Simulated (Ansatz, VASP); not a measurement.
## One calculation of CuI (Marshite), two programs

```
Cu I
1.0
     0.00000    3.03150    3.03150
     3.03150    0.00000    3.03150
     3.03150    3.03150    0.00000
Cu I
1 1
Direct
  0.25000 0.25000 0.25000
  0.00000 0.00000 0.00000
```

Alike in both runs: task single point; functional r2SCAN; k mesh 6 × 6 × 6; no spin polarisation.

|  | VASP | Ansatz |
| --- | --- | --- |
| version | VASP 6.6.1 | Ansatz 0.2.0 |
| potentials or method | VASP PAW PBE potentials, release 64 (Cu, I) | plane waves, PAW |
| plane-wave cutoff (eV) | 520 | 558 |
| occupations | methfessel-paxton of order 1, width 0.1 eV | cold |
| valence electrons in the cell | 18 | 36 |

Ansatz gave:

| Item | Value |
| --- | --- |
| pressure (GPa) | -0.8 |

Problem. What did VASP give for the same quantities?

Solution. Pressure (GPa): -0.9.

The two sets of potentials don't hold the same shells in valence.

Caveats: the PAW data sets were made with another functional, which shifts forces and pressure a little (VASP).
